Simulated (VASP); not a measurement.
**ZnS: single point with PBE+U**

**Experimental background.**

A printed reference work, monograph reports, for a bulk crystal of ZnS at 4 K: band gap 3.911 eV (direct).

ZnS:

```
CELL_PARAMETERS angstrom
3.81100 0.00000 0.00000
-1.90550 3.30042 0.00000
0.00000 0.00000 6.23400
ATOMIC_POSITIONS crystal
Zn 0.33333 0.66667 0.00000
Zn 0.66667 0.33333 0.50000
S 0.33333 0.66667 0.38500
S 0.66667 0.33333 0.88500
```

| Property | Result |
| --- | --- |
| Program | VASP 6.6.1 |
| Task | single point |
| Functional | PBE |
| Potentials or basis | VASP PAW PBE potentials, release 64 (Zn, S) |
| Cutoff | 520 eV |
| k mesh | 7 × 7 × 4, shifted |
| Occupations | gaussian, width 0.01 eV |
| Spin | no spin polarisation |
| Hubbard terms | Zn d U = 4.5 eV |
| Dipole correction | no |
| Further INCAR settings | ALGO = Normal; EDIFF = 1e-06; NBANDS = 26 |

| Quantity | Value |
| --- | --- |
| Pressure | 1.0 GPa |
| Largest force | 0.299 eV/Å |
| Band gap on the k mesh | 2.89 eV |

Forces on the atoms (eV/Å):
```
Zn   0.000  0.000  0.299
Zn   0.000  0.000  0.299
S    0.000  0.000 -0.299
S    0.000  0.000 -0.299
```

Stress tensor (GPa, compression positive):
```
 1.55  0.00  0.00
 0.00  1.55  0.00
 0.00  0.00 -0.26
```

Levels at points of the mesh, in eV from the valence-band top:
| k point | band 16 | band 17 | band 18 | band 19 | band 20 | band 21 |
| --- | --- | --- | --- | --- | --- | --- |
| (0.00, 0.00, 0.12) | -0.26 | 0.00 | 0.00 | 2.89 | 3.35 | 6.64 |

Eigenvalues of the final occupation matrices:
```
    site  spin  trace               eigenvalues
site 1 d     1   4.95  0.98 0.98 0.99 1.00 1.00
site 1 d     2   4.95  0.98 0.98 0.99 1.00 1.00
site 2 d     1   4.95  0.98 0.98 0.99 1.00 1.00
site 2 d     2   4.95  0.98 0.98 0.99 1.00 1.00
```

It took 14 s on 1 thread of Intel(R) Xeon(R) 6975P-C (Granite Rapids) (shared host), peak memory 0.19 GiB.

Measured gap of ZnS: 3.911 eV (direct; 4 K; a printed reference work, monograph). This calculation gives 2.89 eV (-1.02 eV). The value is that of PBE+U on a finite k mesh, which can miss the band edges, without temperature or zero-point motion.

Caveat: a shifted mesh leaves out Γ, where band edges can lie.
